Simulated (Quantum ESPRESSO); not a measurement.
Input of a Quantum ESPRESSO 7.5 run:

Contents of pw.in:

```
&CONTROL
  calculation = 'scf'
  prefix = 'pwscf'
  outdir = './tmp'
  pseudo_dir = './pseudo'
  tprnfor = .true.
  tstress = .true.
  disk_io = 'low'
/
&SYSTEM
  ibrav = 0
  nat = 2
  ntyp = 2
  ecutwfc = 56
  ecutrho = 448
  nbnd = 20
  occupations = 'smearing'
  smearing = 'fd'
  degauss = 0.00367493
/
&ELECTRONS
  conv_thr = 4d-10
  electron_maxstep = 120
  mixing_beta = 0.5
/
ATOMIC_SPECIES
Zn    65.3800 zn_pbesol_v1.uspp.F.UPF
S     32.0600 s_pbesol_v1.4.uspp.F.UPF
CELL_PARAMETERS angstrom
   0.0000000000    2.7020000000    2.7020000000
   2.7020000000    0.0000000000    2.7020000000
   2.7020000000    2.7020000000    0.0000000000
ATOMIC_POSITIONS crystal
Zn     0.7500000000    0.7500000000    0.7500000000
S      0.0000000000    0.0000000000    0.0000000000
K_POINTS automatic
9 9 9 0 0 0
```

The input pp_density.in:

```
&INPUTPP
  prefix = 'pwscf'
  outdir = './tmp'
  filplot = 'density.dat'
  plot_num = 0
/
&PLOT
  nfile = 1
  filepp(1) = 'density.dat'
  iflag = 3
  output_format = 6
  fileout = 'density.cube'
/
```

pp_potential.in

```
&INPUTPP
  prefix = 'pwscf'
  outdir = './tmp'
  filplot = 'potential.dat'
  plot_num = 11
/
&PLOT
  nfile = 1
  filepp(1) = 'potential.dat'
  iflag = 3
  output_format = 6
  fileout = 'potential.cube'
/
```

Potentials or basis: GBRV 1.5 PBEsol.

Launch:

```bash
$ OMP_NUM_THREADS=1 mpirun -n 2 pw.x -nk 2 -in pw.in > pw.out
$ OMP_NUM_THREADS=1 mpirun -n 1 pp.x -in pp_density.in > pp_density.out
$ OMP_NUM_THREADS=1 mpirun -n 1 pp.x -in pp_potential.in > pp_potential.out
```

(1) Estimate the band gap on the k mesh.

(2) Estimate the pressure.

## Answers

(1) 1.97 eV, direct.

(2) -1.9 GPa.

**What was measured.**

From “Electronic, vibrational, and thermodynamic properties of ZnS (zincblende and rocksalt structure)”, 2009, arxiv:0911.5022, for a bulk crystal of ZnS at 19 K: band gap 3.85 eV (direct).

A measured gap of ZnS is 3.85 eV (direct; 19 K; quoted in “Electronic, vibrational, and thermodynamic properties of ZnS (zincblende and rocksalt structure)”, 2009, arxiv:0911.5022); the calculated 1.97 eV misses it by -1.88 eV. The value is that of PBEsol, without temperature or zero-point motion. Semilocal functionals fall short of measured gaps as a rule.
